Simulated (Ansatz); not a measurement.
Here is an Ansatz 0.2.0 calculation.

Contents of input.yaml:

```yaml
crystal:
  lattice:
    - [0.0, 2.873958, 2.873958]
    - [2.873958, 0.0, 2.873958]
    - [2.873958, 2.873958, 0.0]
  atoms:
    - { symbol: Cd, position: [0.0, 0.0, 0.0] }
    - { symbol: Se, position: [0.5, 0.5, 0.5] }
hamiltonian:
  xc: revpbe
  pseudopotentials: { kind: paw }
kpoints:
  mp_grid: { grid: [8, 8, 8] }
  band_path:
    path:
      - [[0.0, 0.0, 0.0], [0.5, 0.0, 0.5], [0.5, 0.25, 0.75], [0.375, 0.375, 0.75], [0.0, 0.0, 0.0], [0.5, 0.5, 0.5], [0.625, 0.25, 0.625], [0.5, 0.25, 0.75], [0.5, 0.5, 0.5], [0.375, 0.375, 0.75]]
      - [[0.625, 0.25, 0.625], [0.5, 0.0, 0.5]]
    npoints: 14
scf:
  occupations: { method: fermi_dirac, width: 0.05 }
  n_extra_bands: 6
output:
  forces: true
  stress: true
  eigenvalues: true
  fatbands: false
```

Potentials or basis: Ansatz PAW.

The run is started by

```console
$ ansatz run input.yaml --threads 2 --pin off --max-ram 5632MiB --backend cpu --events-out ev --progress --plain --runs-dir out
```

**Question.** Predict the pressure.

**Answer.** 1.3 GPa.

**Question.** Predict the band gap on the k mesh.

**Answer.** None (metal or under the smearing width).

Levels at the corners of the path, in eV from the Fermi level:
```tsv
point	band 14	band 15	band 16	band 17	band 18	band 19	band 20	band 21	band 22	band 23
Γ	-8.01	-8.01	-0.71	-0.71	-0.71	0.09	8.58	8.58	8.58	9.74
X	-7.83	-7.34	-4.13	-2.13	-2.13	-0.46	5.43	9.66	10.26	10.26
W	-7.83	-7.48	-3.20	-3.20	-3.07	2.84	5.80	7.34	7.34	11.88
K	-7.85	-7.55	-3.64	-3.61	-1.47	1.44	6.19	8.06	8.45	9.44
Γ	-8.01	-8.01	-0.71	-0.71	-0.71	0.09	8.58	8.58	8.58	9.74
L	-7.88	-7.88	-4.98	-0.14	-0.14	3.00	5.22	5.22	5.88	11.21
U	-7.85	-7.55	-3.64	-3.61	-1.47	1.44	6.19	8.06	8.45	9.44
W	-7.83	-7.48	-3.20	-3.20	-3.07	2.84	5.80	7.34	7.34	11.88
L	-7.88	-7.88	-4.98	-0.14	-0.14	3.00	5.22	5.22	5.88	11.21
K	-7.85	-7.55	-3.64	-3.61	-1.47	1.44	6.19	8.06	8.45	9.44
U	-7.85	-7.55	-3.64	-3.61	-1.47	1.44	6.19	8.06	8.45	9.44
X	-7.83	-7.34	-4.13	-2.13	-2.13	-0.46	5.43	9.66	10.26	10.26
```

Caveat: the PAW data sets come from PBE, with cores solved anew for the run's functional, which leaves a small shift of forces and pressure.
